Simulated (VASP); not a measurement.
# Ir (P6_3/mmc) in VASP: settings compared

Aim: see how the results for Ir move with the level of theory and the settings. Levels: PBE+D3(BJ), PBEsol. Tasks: relaxation of cell and atoms, single point.

Everything below comes from runs of VASP 6.6.1. Logs are shortened: lines on timing, memory, paths and dates and some standing lists are left out, and cuts for length are marked.

## (1) The structure

It takes space group P6_3/mmc (No. 194, hexagonal). The conventional cell has a = 2.718 Å, b = 2.718 Å, c = 4.439 Å, α = 90.00°, β = 90.00°, γ = 120.00°. Around Ir (site symmetry -6m2) lie 12 Ir at 2.72 Å.

This isn't the form of Ir at room conditions, which is fcc.

## (2) Relaxation of cell and atoms, PBE+D3(BJ)

File INCAR:

```
PREC = Accurate
ENCUT = 600
EDIFF = 1E-7
ISMEAR = 0
SIGMA = 0.1
LREAL = False
LASPH = True
NELM = 80
ALGO = Normal
ISIF = 3
LWAVE = False
LCHARG = False
GGA = PE
IVDW = 12
IBRION = 2
NSW = 90
EDIFFG = -0.005
```

File KPOINTS:

```
Automatic mesh
0
Gamma
  18 18 10
```

File POSCAR:

```
Ir
1.0
    2.7181147100      0.0000000000      0.0000000000
   -1.3590573500      2.3539563900      0.0000000000
    0.0000000000      0.0000000000      4.4386813200
Ir
2
Direct
    0.3333333300      0.6666666700      0.2500000000
    0.6666666700      0.3333333300      0.7500000000
```

Potentials or basis: VASP PAW PBE potentials, release 64 (Ir).

Launch:

```sh
$ cat potpaw_PBE.64/Ir/POTCAR > POTCAR
$ mpirun -np 1 vasp_std > vasp.out
```

OUTCAR:

```text
PREC = Accurate
   ENCUT = 600
   EDIFF = 1E-7
   ISMEAR = 0
   LREAL = False
   LASPH = True
   NELM = 80
   ISIF = 3
   GGA = PE
   IVDW = 12
   IBRION = 2
   NSW = 90
   EDIFFG = -0.005
 IVDW          = 12

 ion  position               nearest neighbor table
   1  0.333  0.667  0.250-   2 2.72   2 2.72   2 2.72   2 2.72   2 2.72   2 2.72
   2  0.667  0.333  0.750-   1 2.72   1 2.72   1 2.72   1 2.72   1 2.72   1 2.72

  LATTYP: Found a hexagonal cell.
 ALAT       =     2.7181147100
 C/A-ratio  =     1.6329999995

  Lattice vectors:

 A1 = (   2.7181147100,   0.0000000000,   0.0000000000)
 A2 = (  -1.3590573500,   2.3539563900,   0.0000000000)
 A3 = (   0.0000000000,   0.0000000000,   4.4386813200)

Analysis of symmetry for initial positions (statically):
=====================================================================
 Subroutine PRICEL returns:
 Original cell was already a primitive cell.

 Routine SETGRP: Setting up the symmetry group for a
 hexagonal supercell.

 Subroutine GETGRP returns: Found 24 space group operations
 (whereof 12 operations were pure point group operations)
 out of a pool of 24 trial point group operations.

The static configuration has the point symmetry D_3d.
 The point group associated with its full space group is D_6h.

Analysis of symmetry for dynamics (positions and initial velocities):
=====================================================================
 Subroutine PRICEL returns:
 Original cell was already a primitive cell.

 Routine SETGRP: Setting up the symmetry group for a
 hexagonal supercell.

 Subroutine GETGRP returns: Found 24 space group operations
 (whereof 12 operations were pure point group operations)
 out of a pool of 24 trial point group operations.

The dynamic configuration has the point symmetry D_3d.
 The point group associated with its full space group is D_6h.

 Subroutine INISYM returns: Found 24 space group operations
 (whereof 12 operations are pure point group operations),
 and found     1 'primitive' translations

----------------------------------------------------------------------------------------

                                     Primitive cell

  volume of cell :      28.4001

  direct lattice vectors                    reciprocal lattice vectors
     2.718114710  0.000000000  0.000000000     0.367902060  0.212408352  0.000000000
    -1.359057350  2.353956390  0.000000000     0.000000000  0.424816706  0.000000000
     0.000000000  0.000000000  4.438681320     0.000000000  0.000000000  0.225292137

  length of vectors
     2.718114710  2.718114708  4.438681320     0.424816706  0.424816706  0.225292137

  position of ions in fractional coordinates (direct lattice)
     0.333333330  0.666666670  0.250000000
     0.666666670  0.333333330  0.750000000

  ion indices of the primitive-cell ions
   primitive index   ion index
                 1           1
                 2           2

[... 74 lines left out ...]
   NSW    =     90    number of steps for IOM
   IBRION =      2    ionic relax: 0-MD 1-quasi-New 2-CG
   NFREE  =      1    steps in history (QN), initial steepest desc. (CG)
   ISIF   =      3    stress and relaxation
   ISYM   =      2    0-nonsym 1-usesym 2-fastsym
   POTIM  = 0.5000    time-step for ionic-motion
   TEBEG  =    0.0;   TEEND  =   0.0 temperature during run
   PSTRESS=    0.0 pullay stress
   NELECT =      18.0000    total number of electrons
   NUPDOWN=      -1.0000    fix difference up-down
   EMIN   =  10.00;   EMAX   =-10.00  energy-range for DOS
   EFERMI =   0.00;   METHOD = LEGACY
   ISMEAR =     0;   SIGMA  =   0.10  broadening in eV -4-tet -1-fermi 0-gaus
   EFERMI_NEDOS =   21; number of points for ismear=-14 and -15
   IALGO  =     38    algorithm
   IMIX   =      4    mixing-type and parameters
     AMIX     =   0.40;   BMIX     =  1.00
     AMIX_MAG =   1.60;   BMIX_MAG =  1.00
  volume/ion in A,a.u.               =      14.20        95.83
  Fermi-wavevector in a.u.,A,eV,Ry     =   1.406238  2.657405 26.905608  1.977506
  Thomas-Fermi vector in A             =   2.528619
   LORBIT       =      0    0 simple, 1 ext, 2 COOP (PROOUT), +10 PAW based schemes
   GGA     = PE    functional components
   LHFCALC =     F    Hartree Fock is set to
   AEXX    =    0.0000 exact exchange contribution
   IVDW    =    12    specifies the selected vdW correction
   LEPSILON=     F    determine dielectric tensor
   LRPA    =     F    only Hartree local field effects (RPA)
 conjugate gradient relaxation of ions
 non-spin polarized calculation
 Gauss-broadening in eV      SIGMA  =   0.10
  energy-cutoff  :      600.00
  volume of cell :       28.40
 maximum number of plane-waves:       972
 NGX is ok and might be reduce to    24
   NGX = 11   NGY = 11   NGZ = 17

--------------------------------------- Ionic step        1  -------------------------------------------

 number of electron      18.0000000 magnetization

 Free energy of the ion-electron system (eV)
  ---------------------------------------------------
  ext. energy  EPLUGINS =         0.00000000
  ---------------------------------------------------
  free energy    TOTEN  =       -17.53471601 eV

  energy without entropy =      -17.52446473  energy(sigma->0) =      -17.52959037

------------------------ aborting loop because EDIFF is reached ----------------------------------------

 Edisp (eV)   -1.46449

 E8    (eV) :    -0.6830
[... 151 lines left out ...]
--------------------------------------- Ionic step        5  -------------------------------------------

 number of electron      18.0000000 magnetization

 Free energy of the ion-electron system (eV)
  ---------------------------------------------------
  ext. energy  EPLUGINS =         0.00000000
  ---------------------------------------------------
  free energy    TOTEN  =       -17.54177353 eV

  energy without entropy =      -17.53155523  energy(sigma->0) =      -17.53666438

 E-fermi :  10.4097     XC(G=0): -13.9442

 val. band max:       10.4081715688   @ k =   0.3889   0.0000   0.0000
 cond. band min:      10.4165943209   @ k =   0.3333  -0.0000   0.4000
 fundamental gap:      0.0084227521
 Fermi energy:        10.4096668484

 k-point     1 :       0.0000    0.0000    0.0000
  band No.  band energies     occupation
      1      -0.7614      2.00000
      2       2.2792      2.00000
      3       6.4872      2.00000
      4       6.5868      2.00000
      5       6.5868      2.00000
      6       7.2405      2.00000
      7       7.2405      2.00000
      8       8.0337      2.00000
      9       8.0337      2.00000
     10       9.5953      2.00000
     11      10.6698      0.00023
     12      10.6698      0.00023
     13      17.4248      0.00000
[... 354 lines left out ...]
  band No.  band energies     occupation
      1       3.2385      2.00000
      2       3.3298      2.00000
      3       3.6551      2.00000
      4       6.1893      2.00000
      5       6.3679      2.00000
      6       6.8484      2.00000
      7       7.4290      2.00000
      8      10.5717      0.02190
      9      11.0344      0.00000
     10      11.1589      0.00000
     11      12.9343      0.00000
     12      16.0850      0.00000
     13      18.5372      0.00000

 [... further k-points ...]

------------------------ aborting loop because EDIFF is reached ----------------------------------------

 Edisp (eV)   -1.45905

 E8    (eV) :    -0.6804
[... 25 lines left out ...]
  FREE ENERGIE OF THE ION-ELECTRON SYSTEM (eV)
  ---------------------------------------------------
  free  energy   TOTEN  =       -19.0008249419 eV

  energy  without entropy=      -18.9906066440  energy(sigma->0) =      -18.99571579

 reached required accuracy - stopping structural energy minimisation
```

OSZICAR:

```text
N       E                     dE             d eps       ncg     rms          rms(c)
DAV:   1     0.166040234279E+03    0.16604E+03   -0.94451E+03  5772   0.156E+03
DAV:   2    -0.113776328463E+02   -0.17742E+03   -0.16407E+03  5927   0.387E+02
DAV:   3    -0.184806865869E+02   -0.71031E+01   -0.66308E+01  6993   0.866E+01
[... 39 lines left out ...]
DAV:   2    -0.175420293537E+02    0.10403E-02   -0.14092E-03  7010   0.494E-01    0.103E-01
DAV:   3    -0.175417789951E+02    0.25036E-03   -0.52085E-04  6878   0.259E-01    0.325E-02
DAV:   4    -0.175417741266E+02    0.48685E-05   -0.42161E-05  6212   0.895E-02    0.821E-03
DAV:   5    -0.175417735383E+02    0.58831E-06   -0.26095E-06  7248   0.198E-02    0.327E-03
DAV:   6    -0.175417735316E+02    0.66193E-08   -0.11032E-07  3187   0.503E-03
   5 F= -.19000825E+02 E0= -.18995716E+02  d E =-.384454E-03
```

CONTCAR:

```text
Ir
   1.00000000000000
     2.7279262928158192    0.0000000000208392   -0.0000000000000000
    -1.3639631413718138    2.3624534699674262   -0.0000000000000000
     0.0000000000000000    0.0000000000000000    4.4226057366156732
  Ir
     2
Direct
     0.3333333300000021    0.6666666699999979    0.2500000000000000
     0.6666666699999979    0.3333333300000021    0.7500000000000000

  0.00000000E+00  0.00000000E+00  0.00000000E+00
  0.00000000E+00  0.00000000E+00  0.00000000E+00
```

Wall time 3.6 min (1 thread of Intel Xeon Platinum 8488C (Sapphire Rapids), shared host); peak memory 0.25 GiB.

Results:

```
Free energy                            : -19.0008 eV
Relaxed volume                         : 14.25 Å³/atom
Relaxed cell                           : a = 2.728 Å, b = 2.728 Å, c = 4.423 Å, α = 90.00°, β = 90.00°, γ = 120.00°
Space group after relaxing (to 0.05 Å) : P6_3/mmc (No. 194)
Energy gained by relaxing              : 0.8 meV/atom
Ionic steps                            : 5
Pressure after relaxing                : 0.0 GPa
Band gap on the k mesh                 : none (metal or under the smearing width)
Dispersion energy per atom             : -0.730 eV
```

Step by step:
| step | energy change (eV) | largest force (eV/Å) | pressure (GPa) | volume (Å³) |
| --- | --- | --- | --- | --- |
| 1 | 0.0000 | 0.0000 | 1.34 | 28.40 |
| 2 | 0.0048 | 0.0000 | -4.80 | 28.89 |
| 3 | -0.0012 | 0.0000 | -0.65 | 28.55 |
| 4 | -0.0011 | 0.0000 | 0.80 | 28.44 |
| 5 | -0.0016 | 0.0000 | 0.00 | 28.50 |

Final structure:
```yaml
crystal:
  lattice:
    - [2.72793, 0.00000, 0.00000]
    - [-1.36396, 2.36245, 0.00000]
    - [0.00000, 0.00000, 4.42261]
  atoms:
    - { symbol: Ir, position: [0.33333, 0.66667, 0.25000] }
    - { symbol: Ir, position: [0.66667, 0.33333, 0.75000] }
```

Levels at points of the mesh, in eV from the Fermi level:
```
           k point  band 6  band 7  band 8  band 9  band 10  band 11  band 12  band 13
(0.00, 0.00, 0.00)   -3.17   -3.17   -2.38   -2.38    -0.81     0.26     0.26     7.02
(0.50, 0.00, 0.00)   -3.44   -2.97    0.70    0.95     1.11     2.92     4.38     8.21
(0.00, 0.00, 0.50)   -3.94   -3.94   -3.94   -0.48    -0.48    -0.48    -0.48    13.61
(0.50, 0.00, 0.50)   -2.13   -0.97   -0.97    0.94     0.94     2.00     2.00     7.62
```

Caveat: pairwise dispersion overbinds metals, which lowers pressure and volume.

[end of part 1 of 3]
